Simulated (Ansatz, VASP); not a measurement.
## Two plane-wave programs on As

```
CELL_PARAMETERS angstrom
1.88080 1.08588 3.51406
-1.88080 1.08588 3.51406
0.00000 -2.17176 3.51406
ATOMIC_POSITIONS crystal
As 0.77400 0.77400 0.77400
As 0.22600 0.22600 0.22600
```

Alike in both runs: task single point; functional r2SCAN; k mesh 6 × 6 × 6; occupations gaussian, width 0.1 eV; no spin polarisation.

|  | VASP | Ansatz |
| --- | --- | --- |
| version | VASP 6.6.1 | Ansatz 0.2.0 |
| potentials or method | VASP PAW PBE potentials, release 64 (As) | scalar-relativistic, plane waves, PAW |
| plane-wave cutoff (eV) | 520 | 500 |
| valence electrons in the cell | 10 | 30 |

|  | VASP | Ansatz | Ansatz less VASP |
| --- | --- | --- | --- |
| gap on the k mesh at the Fermi level (eV) | none | none | - |
| pressure (GPa) | 1.9 | 1.8 | -0.08 |
| largest component of the traceless stress (GPa) | 0.16 | 0.12 | -0.036 |
| rms of the force components (eV/Å) | 0.051 | 0.027 | -0.0237 |

Atom by atom the forces differ by 0.024 eV/Å (rms over components). A gap of «none» marks a metal or a gap that the smearing closes. The functional is the same, so the differences come from potentials, cutoffs and numerics. The two sets of potentials don't hold the same shells in valence.

Caveats: the PAW data sets were made with another functional, which shifts forces and pressure a little (VASP).
